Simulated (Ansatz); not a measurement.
Input of an Ansatz 0.2.0 run:

input.yaml

```yaml
crystal:
  lattice:
    - [4.989087772, 0.0, 0.0]
    - [-2.494543886, 4.3206767523, 0.0]
    - [0.0, 0.0, 2.87331344]
  atoms:
    - { symbol: Ti, position: [0.0, 0.0, 0.0] }
    - { symbol: Ti, position: [0.3333333333, 0.6666666667, 0.5] }
    - { symbol: Ti, position: [0.6666666667, 0.3333333333, 0.5] }
    - { symbol: O, position: [0.0, 0.39444076, 0.0] }
    - { symbol: O, position: [0.39444076, 0.0, 0.0] }
    - { symbol: O, position: [0.60555924, 0.60555924, 0.0] }
hamiltonian:
  xc: r2scan
  pseudopotentials: { kind: paw }
kpoints:
  mp_grid: { grid: [6, 6, 9] }
  band_path:
    path:
      - [[0.0, 0.0, 0.0], [0.5, 0.0, 0.0], [0.3333333333, 0.3333333333, 0.0], [0.0, 0.0, 0.0], [0.0, 0.0, 0.5], [0.5, 0.0, 0.5], [0.3333333333, 0.3333333333, 0.5], [0.0, 0.0, 0.5]]
      - [[0.5, 0.0, 0.5], [0.5, 0.0, 0.0]]
      - [[0.3333333333, 0.3333333333, 0.0], [0.3333333333, 0.3333333333, 0.5]]
    npoints: 14
scf:
  occupations: { method: fermi_dirac, width: 0.05 }
  n_extra_bands: 15
output:
  forces: true
  stress: true
  eigenvalues: true
  fatbands: false
```

Potentials or basis: Ansatz PAW.

Run with:

```console
$ ansatz run input.yaml --threads 2 --pin off --max-ram 5632MiB --backend cpu --events-out ev --progress --plain --runs-dir out
```

What does it give for the largest force?

0.038 eV/Å.

What does it give for the pressure?

-1.5 GPa.

Estimate the band gap on the k mesh.

none (metal or under the smearing width).

Stress tensor (GPa, compression positive):
```
-1.47  0.00  0.00
 0.00 -1.47  0.00
 0.00  0.00 -1.62
```

Caveat: semilocal functionals often make such compounds metallic where correlation or magnetic order opens a gap, which also shifts bond lengths; the PAW data sets come from PBE, with cores solved anew for the run's functional, which leaves a small shift of forces and pressure.
